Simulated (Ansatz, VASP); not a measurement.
# One calculation of BaZrO3, two programs

INCAR

```
SYSTEM = BaZrO3
PREC = Accurate
ENCUT = 520
EDIFF = 1E-7
ISMEAR = 0
SIGMA = 0.05
LREAL = .FALSE.
LASPH = .TRUE.
NELM = 60
ALGO = Normal
ISIF = 2
LWAVE = .FALSE.
LCHARG = .FALSE.
GGA = PE
NBANDS = 28
```

Contents of KPOINTS:

```
regular mesh
0
G
  6 6 6
  0 0 0
```

Contents of POSCAR:

```
BaZrO3
1.0
    4.1815000000      0.0000000000      0.0000000000
    0.0000000000      4.1815000000      0.0000000000
    0.0000000000      0.0000000000      4.1815000000
Ba Zr O
1 1 3
Direct
    0.5295931333      0.4704068667      0.5000000000
    0.0000000000      0.0000000000      0.0000000000
    0.5000000000      0.0000000000      0.0000000000
    0.0000000000      0.5000000000      0.0000000000
    0.0000000000      0.0000000000      0.5000000000
```

Input for Ansatz:

```yaml
crystal:
  lattice:
    - [4.1815, 0.0, 0.0]
    - [0.0, 4.1815, 0.0]
    - [0.0, 0.0, 4.1815]
  atoms:
    - { symbol: Ba, position: [0.5295931333, 0.4704068667, 0.5] }
    - { symbol: Zr, position: [0.0, 0.0, 0.0] }
    - { symbol: O, position: [0.5, 0.0, 0.0] }
    - { symbol: O, position: [0.0, 0.5, 0.0] }
    - { symbol: O, position: [0.0, 0.0, 0.5] }
basis:
  ecutwfc: 420
kpoints:
  mp_grid: { grid: [6, 6, 6] }
hamiltonian:
  xc: pbe
scf:
  occupations: { method: gaussian, width: 0.05 }
output:
  forces: true
  stress: true
  eigenvalues: true
```

Change from the starting cell: all Ba atoms moved +0.175 Å, as atom 1 along Cartesian [1 -1 0].

Alike in both runs: task single point; functional PBE; k mesh 6 × 6 × 6; occupations gaussian, width 0.05 eV; no spin polarisation.

```csv
,VASP,Ansatz
version,VASP 6.6.1,Ansatz 0.2.0
potentials or method,"VASP PAW PBE potentials, release 64 (Ba_sv, Zr_sv, O)","scalar-relativistic, plane waves, PAW"
plane-wave cutoff (eV),520,420
valence electrons in the cell,40,40
```

```csv
,VASP,Ansatz,Ansatz less VASP
gap on the k mesh at the Fermi level (eV),3.18,3.23,+0.047
least direct gap on the mesh (eV),3.39,3.41,+0.020
pressure (GPa),6.9,5.8,-1.12
largest component of the traceless stress (GPa),0.64,0.59,-0.046
rms of the force components (eV/Å),0.260,0.244,-0.0167
```

Atom by atom the forces differ by 0.026 eV/Å (rms over components). The functional is the same, so the differences come from potentials, cutoffs and numerics.

Caveats: spin-orbit coupling is left out, which moves the levels of the heavy elements. A k mesh can miss the band edges.
